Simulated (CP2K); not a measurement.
TiC:

```xyz
2
Lattice="3.0421 0.0000 0.0000 -1.5210 2.6345 0.0000 0.0000 0.0000 2.6980" Properties=species:S:1:pos:R:3 pbc="T T T"
Ti    0.0000    0.0000    1.3490
C     0.0000    1.7564    0.0000
```

The cell was built by a generator and needn't be a form met in nature.

Base run:

| Property | Result |
| --- | --- |
| Program | CP2K 2026.2 |
| Functional | PBE |
| Potentials or basis | all electrons (GAPW); pob-TZVP-rev2 basis |
| Density cutoff | 6803 eV |
| k mesh | 10 × 10 × 10 |
| Occupations | fermi-dirac, width 0.05 eV |
| Spin | no spin polarisation |

Its results: band gap on the k mesh none (metal or under the smearing width); pressure -2.5 GPa.

Task: The run is repeated on the same cell with these changes: potentials or basis from all electrons (GAPW); pob-TZVP-rev2 basis to all electrons (GAPW); pob-DZVP-rev2 basis; basis sets from Ti pob-TZVP-rev2, C pob-TZVP-rev2 to Ti pob-DZVP-rev2, C pob-DZVP-rev2. What comes out?

Result: Band gap on the k mesh none (metal or under the smearing width); pressure -3.3 GPa.

Caveats: all-electron without relativistic terms, which shifts volumes and levels from the 3d row on; the basis of atomic orbitals isn't converged, which shifts pressures, moduli and gaps.
